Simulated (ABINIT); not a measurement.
Si:

```
CELL_PARAMETERS angstrom
0.00000 2.72185 2.72185
2.72185 0.00000 2.72185
2.72185 2.72185 0.00000
ATOMIC_POSITIONS crystal
Si 0.50000 0.50000 0.50000
Si 0.75000 0.75000 0.75000
```

Base run:

```yaml
Program: ABINIT 10.8.3 (patched build)
Functional: AM05
Potentials_or_basis: JTH PAW PBE v2.0
Cutoff: 408 eV
k_mesh: 8 × 8 × 8
Occupations: fermi-dirac, width 0.05 eV
Spin: no spin polarisation
```

Its results: band gap on the k mesh 0.57 eV, indirect (least direct gap 2.50 eV); pressure -0.5 GPa.

Task: After a change of settings the same cell gave: band gap on the k mesh 0.97 eV, indirect (least direct gap 2.64 eV); pressure 0.6 GPa. Which change was it?
A. functional from AM05 to LDA; potentials or basis from JTH PAW PBE v2.0 to PseudoDojo NC SR LDA v0.4 stringent; cutoff from 408 eV to 435 eV
B. functional from AM05 to HCTH407
C. functional from AM05 to RPBE
D. functional from AM05 to LDA-VWN; potentials or basis from JTH PAW PBE v2.0 to JTH PAW LDA v2.0

Result: B.

Caveats: the PAW data sets were made with another functional, which shifts forces and pressure a little.

Not every run made on this cell is shown here.
